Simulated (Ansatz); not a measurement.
# Rb, omega (AlB2-type): how the functional moves the structure

All rows: Ansatz, plane waves with scalar-relativistic PAW, 420 eV (500 eV for the SCAN forms), relaxed under each functional, no dispersion correction, no zero-point motion. B₀ comes from uniform scaling at fixed shape; a dash is a value not given.

| functional | V (Å³/atom) | cell | B₀ (GPa) | magnetic state | ΔE to bcc (meV/atom) |
| --- | --- | --- | --- | --- | --- |
| PBE | 91.64 | a = 8.094 Å, c = 4.846 Å (c/a = 0.599) | 3 | spin not included | 8 |
| r²SCAN | 95.24 | a = 8.211 Å, c = 4.893 Å (c/a = 0.596) | 3 | spin not included | 9 |
| LDA | 78.28 | a = 7.684 Å, c = 4.593 Å (c/a = 0.598) | 4 | spin not included | 7 |
| revPBE | 99.91 | a = 8.333 Å, c = 4.985 Å (c/a = 0.598) | 2 | spin not included | 8 |
| RPBE | 101.27 | a = 8.369 Å, c = 5.008 Å (c/a = 0.598) | 2 | spin not included | 9 |
| BLYP | 96.34 | a = 8.220 Å, c = 4.939 Å (c/a = 0.601) | 2 | spin not included | 5 |

Question: What does PBEsol give?

Answer: V (Å³/atom): 86.98; cell: a = 7.967 Å, c = 4.747 Å (c/a = 0.596); B₀ (GPa): 3; magnetic state: spin not included; ΔE to bcc (meV/atom): 9.
